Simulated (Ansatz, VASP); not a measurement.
# Two plane-wave programs on HfB2

```
Hf B
1.0
     3.14506    0.00000    0.00000
    -1.57253    2.72370    0.00000
     0.00000    0.00000    3.48730
Hf B
1 2
Direct
  0.00000 0.00000 0.00000
  0.33333 0.66667 0.50000
  0.66667 0.33333 0.50000
```

Alike in both runs: task relaxation of cell and atoms; functional PBEsol; k mesh 15 × 15 × 12; occupations gaussian, width 0.1 eV; no spin polarisation.

```csv
,VASP,Ansatz
version,VASP 6.6.1,Ansatz 0.2.0
potentials or method,"VASP PAW PBE potentials, release 64 (Hf_pv, B)","scalar-relativistic, plane waves, PAW"
plane-wave cutoff (eV),600,420
valence electrons in the cell,16,32
```

```csv
,VASP,Ansatz,Ansatz less VASP
"gap on the k mesh at the Fermi level, each at its own relaxed structure (eV)",none,none,-
relaxed volume (Å³/atom),9.73,9.73,-0.001
relaxed cell length with the largest relative difference (Å),3.449,3.447,-0.0022
energy change over the relaxation (meV/atom),-4,-4,+0.1
```

A gap of «none» marks a metal or a gap that the smearing closes. The two sets of potentials don't hold the same shells in valence.

Caveats: the PAW data sets were made with another functional, which shifts forces and pressure a little (VASP). The runs have no spin-orbit coupling, so splittings on Hf are missing.
